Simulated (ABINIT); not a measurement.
Pb: single point with PBE

Crystal: Pb.

```
CELL_PARAMETERS angstrom
3.48000 0.00000 0.00000
-1.74000 3.01377 0.00000
0.00000 0.00000 5.59000
ATOMIC_POSITIONS crystal
Pb 0.66667 0.33333 0.75000
Pb 0.33333 0.66667 0.25000
```

This isn't the form of Pb at room conditions, which is fcc.

```
Program                                         : ABINIT 10.8.3 (patched build)
Task                                            : single point
Functional                                      : PBE
Potentials or basis                             : JTH PAW PBE v2.0
Cutoff                                          : 599 eV
k mesh                                          : 9 × 9 × 5
Occupations                                     : fermi-dirac, width 0.05 eV
Spin                                            : no spin polarisation
Fine-grid cutoff                                : 1197.3 eV
Exchange and correlation inside the PAW spheres : full angular mesh (pawxcdev 0, this build's default; the released program takes 1)
```

```yaml
Pressure: 4.2 GPa
Band_gap_on_the_k_mesh: none (metal or under the smearing width)
Valence_electrons_inside_the_program's_atomic_spheres: Pb 11.40 (radii [1.2714] Å)
```

Stress tensor (GPa, compression positive):
```
2.97 0.00 0.00
0.00 2.97 0.00
0.00 0.00 6.78
```

Levels at points of the mesh, in eV from the Fermi level:
```csv
k point,band 11,band 12,band 13,band 14,band 15,band 16,band 17,band 18
"(0.00, 0.00, 0.00)",-11.96,-7.99,-4.30,5.59,5.59,7.49,7.49,8.17
```

Wall time 45 s on 1 thread of Arm Neoverse V1, with other jobs on the host, peak memory 0.14 GiB.

Spin-orbit coupling is left out, which matters for the levels of Pb.
